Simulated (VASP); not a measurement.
Write the native input for VASP 6.6.1 that does the following.

- Task: single point
- Functional: PBE
- Potentials or basis: VASP PAW PBE potentials, release 54 (Zr_sv, Si)
- Cutoff: 520 eV
- k mesh: 7 × 7 × 7
- Occupations: gaussian, width 0.05 eV
- Spin: no spin polarisation
- Further INCAR settings: ALGO = Fast; EDIFF = 1e-06

The structure of ZrSi2 lies in POSCAR:

```
ZrSi2
7.597
    0.243912070554     -0.969790706858      0.000000000000
    0.243912070554      0.969790706858      0.000000000000
    0.000000000000      0.000000000000      0.483348690272
Zr Si
2 4
Direct
    0.1054000000      0.8946000000      0.2500000000
    0.8946000000      0.1054000000      0.7500000000
    0.7504000000      0.2496000000      0.2500000000
    0.2496000000      0.7504000000      0.7500000000
    0.4478000000      0.5522000000      0.2500000000
    0.5522000000      0.4478000000      0.7500000000
```

One way to write it, as run:

INCAR

```
ALGO     = Fast           # electronic algorithm
EDIFF    = 1E-6           # SCF threshold, eV
ENCUT    = 520            # plane-wave cutoff, eV
GGA      = PE             # functional
ISIF     = 2              # what is computed and relaxed
ISMEAR   = 0              # smearing method
LASPH    = T              # aspherical terms in the spheres
LCHARG   = F              # write CHGCAR
LREAL    = F              # projectors in reciprocal space
LWAVE    = F              # write WAVECAR
NELM     = 80             # most SCF steps
PREC     = Accurate       # precision mode
SIGMA    = 0.05           # smearing width, eV
```

KPOINTS

```
k-points
0
Gamma
  7 7 7
```

Potentials or basis: VASP PAW PBE potentials, release 54 (Zr_sv, Si).

Command:

```bash
$ cat potpaw_PBE.54/Zr_sv/POTCAR potpaw_PBE.54/Si/POTCAR > POTCAR
$ mpirun -np 1 vasp_std > vasp.out
```

It gave:

```yaml
Pressure: 0.9 GPa
Largest_force: 0.167 eV/Å
Band_gap_on_the_k_mesh: none (metal or under the smearing width)
```

Wall time 4.5 min on 1 thread of Intel(R) Xeon(R) Platinum 8488C (Sapphire Rapids), on a shared host, peak memory 0.37 GiB.
